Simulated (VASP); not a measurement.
Crystal: AlPt.

```
CELL_PARAMETERS angstrom
4.87893 0.00000 0.00000
0.00000 4.87893 0.00000
0.00000 0.00000 4.87893
ATOMIC_POSITIONS crystal
Al 0.84403 0.84403 0.84403
Al 0.65597 0.15597 0.34403
Al 0.34403 0.65597 0.15597
Al 0.15597 0.34403 0.65597
Pt 0.15506 0.15506 0.15506
Pt 0.34494 0.84494 0.65506
Pt 0.65506 0.34494 0.84494
Pt 0.84494 0.65506 0.34494
```

The cell is a database's computed one.

* Program: VASP 6.6.1
* Task: relaxation of cell and atoms
* Functional: LDA
* Potentials or basis: VASP PAW LDA potentials, release 64 (Al, Pt)
* Cutoff: 600 eV
* k mesh: 8 × 8 × 8
* Occupations: methfessel-paxton, width 0.1 eV
* Spin: no spin polarisation

At the start: pressure -5.0 GPa; volume 14.52 Å³/atom.

**Question.** Where does the relaxation end?

**Answer.** Over 6 steps the energy falls by 5.8 meV/atom and the volume is 14.16 Å³/atom (-2.5 %); space group P2_13 (No. 198, to 0.05 Å).

Step by step:
| step | energy change (eV) | largest force (eV/Å) | pressure (GPa) | volume (Å³) |
| --- | --- | --- | --- | --- |
| 1 | 0.0000 | 0.0498 | -5.00 | 116.14 |
| 2 | 0.0895 | 0.0585 | 9.80 | 108.68 |
| 3 | -0.0457 | 0.0493 | -0.07 | 113.32 |
| 4 | -0.0457 | 0.0491 | 0.03 | 113.26 |
| 5 | -0.0460 | 0.0333 | 0.05 | 113.26 |
| 6 | -0.0464 | 0.0027 | 0.05 | 113.26 |

Final structure:
```
Al Pt
1.0
     4.83832    0.00000    0.00000
     0.00000    4.83832    0.00000
     0.00000    0.00000    4.83832
Al Pt
4 4
Direct
  0.84404 0.84404 0.84404
  0.65596 0.15596 0.34404
  0.34404 0.65596 0.15596
  0.15596 0.34404 0.65596
  0.15418 0.15418 0.15418
  0.34582 0.84582 0.65418
  0.65418 0.34582 0.84582
  0.84582 0.65418 0.34582
```
